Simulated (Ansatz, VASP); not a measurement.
Two plane-wave programs on Rb

```
Rb
1.0
     3.79283    0.00000    0.00000
     0.00000    3.79283    0.00000
     0.00000    0.00000    3.79283
Rb
1
Direct
  0.00000 0.00000 0.00000
```

Change from the starting cell: volume scaled by 0.58, PAW files.

Alike in both runs: task single point; functional PBEsol; k mesh 9 × 9 × 9; occupations fermi-dirac, width 0.1 eV; no spin polarisation.

|  | VASP | Ansatz |
| --- | --- | --- |
| version | VASP 6.6.1 | Ansatz 0.2.0 |
| potentials or method | VASP PAW PBE potentials, release 64 (Rb_sv) | PAW with Ansatz's default frozen-core files, scalar-relativistic |
| plane-wave cutoff (eV) | 520 | 420 |
| valence electrons in the cell | 9 | 9 |

|  | VASP | Ansatz | Ansatz less VASP |
| --- | --- | --- | --- |
| pressure (GPa) | 3.2 | 3.2 | -0.01 |

Caveats: the PAW data sets were made with another functional, which shifts forces and pressure a little (VASP).
